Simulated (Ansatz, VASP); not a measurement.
## One calculation of W, two programs

INCAR

```
PREC = Accurate
ENCUT = 520
EDIFF = 1E-6
ISMEAR = -1
SIGMA = 0.05
LREAL = False
LASPH = True
NELM = 60
ALGO = Fast
ISIF = 2
LWAVE = False
LCHARG = True
GGA = PS
LELF = True
LVHAR = True
NBANDS = 36
```

KPOINTS

```
Automatic mesh
0
Gamma
  9 6 6
```

File POSCAR:

```
W
1.0
    2.8096620000      0.0000000000      0.0000000000
    0.0000000000      4.8638700000      0.0000000000
    0.0000000000      0.0000000000      4.9236950000
W
4
Direct
    0.7931720000      0.9368430000      0.7500000000
    0.2068280000      0.4368430000      0.7500000000
    0.2068280000      0.0631570000      0.2500000000
    0.7931720000      0.5631570000      0.2500000000
```

File input.yaml:

```yaml
crystal:
  lattice:
    - [2.809662, 0.0, 0.0]
    - [0.0, 4.86387, 0.0]
    - [0.0, 0.0, 4.923695]
  atoms:
    - { symbol: W, position: [0.793172, 0.936843, 0.75] }
    - { symbol: W, position: [0.206828, 0.436843, 0.75] }
    - { symbol: W, position: [0.206828, 0.063157, 0.25] }
    - { symbol: W, position: [0.793172, 0.563157, 0.25] }
hamiltonian:
  xc: pbesol
  pseudopotentials: { kind: paw }
kpoints:
  mp_grid: { grid: [9, 6, 6] }
scf:
  occupations: { method: fermi_dirac, width: 0.05 }
output:
  forces: true
  stress: true
  eigenvalues: true
  write_density: true
  write_potential: true
  elf: true
  volumetric_format: npy
```

This isn't the form of W at room conditions, which is bcc.

Alike in both runs: task single point; functional PBEsol; k mesh 9 × 6 × 6; occupations fermi-dirac, width 0.05 eV; no spin polarisation.

|  | VASP | Ansatz |
| --- | --- | --- |
| version | VASP 6.6.1 | Ansatz 0.2.0 |
| potentials or method | VASP PAW PBE potentials, release 64 (W_sv) | Ansatz PAW |
| plane-wave cutoff (eV) | 520 | 420 |
| valence electrons in the cell | 56 | 56 |

```tsv
	VASP	Ansatz	Ansatz less VASP
gap on the k mesh at the Fermi level (eV)	none	none	-
pressure (GPa)	-10.2	-10.7	-0.48
largest component of the traceless stress (GPa)	0.51	0.55	+0.037
rms of the force components (eV/Å)	0.040	0.040	+0.0005
```

Atom by atom the forces differ by 0.005 eV/Å (rms over components). A gap of «none» marks a metal or a gap that the smearing closes. With one functional, cell and mesh, what is left measures potentials, basis and numerics.

Caveats: the PAW data sets were made with another functional, which shifts forces and pressure a little (VASP); the PAW data sets come from PBE, with cores solved anew for the run's functional, which leaves a small shift of forces and pressure (Ansatz). The runs have no spin-orbit coupling, so splittings on W are missing.
